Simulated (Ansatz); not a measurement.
Method: DFT PBE, scalar-relativistic, plane waves, PAW (Ansatz). All cells share a 420 eV cutoff and Γ-centred k meshes spaced at most about 0.3 Å⁻¹ (about 0.25 or finer for metals, 2π included). No spin polarisation in the final relaxations.

Temperature and zero-point effects are left out.

Two relaxed structures of Li:

A.

```xyz
1
Lattice="2.9367 0.0000 0.0000 -1.4683 2.5432 0.0000 0.0000 0.0000 2.7161" Properties=species:S:1:pos:R:3 pbc="T T T"
Li    0.0000    0.0000    1.3581
```

B.

```xyz
1
Lattice="2.7323 0.0000 0.0000 0.0000 2.7323 0.0000 0.0000 0.0000 2.7323" Properties=species:S:1:pos:R:3 pbc="T T T"
Li    1.3661    1.3661    1.3661
```

Task: Which would you expect to be lower, and how large is the difference?

Result: A is lower, by 53 meV/atom. A has the simple hexagonal type, space group P6/mmm (No. 191), 20.3 Å³/atom and no gap on its mesh; B has the simple cubic type, space group Pm-3m (No. 221), 20.4 Å³/atom and no gap. Counting all near atoms (those within 1.25 times the shortest distance at each site), A has Li 8 and B has Li 6. In A, around Li lie 2 Li at 2.72 Å and 6 Li at 2.94 Å. In B, around Li lie 6 Li at 2.73 Å. Both come from invented guesses. A third cell relaxed alike, in I4/mmm, lies 67 meV/atom below the lower of the two; the P6/mmm cell fell into it when its atoms were moved at random. The part of the Crystallography Open Database at hand lists Li in space groups No. 166, 191, 194, 225, 229; sharing a group (P6/mmm) doesn't make a cell the listed structure.

Cells relaxed within their symmetry can be saddle points; a later kick test found a lower structure for Li P6/mmm.
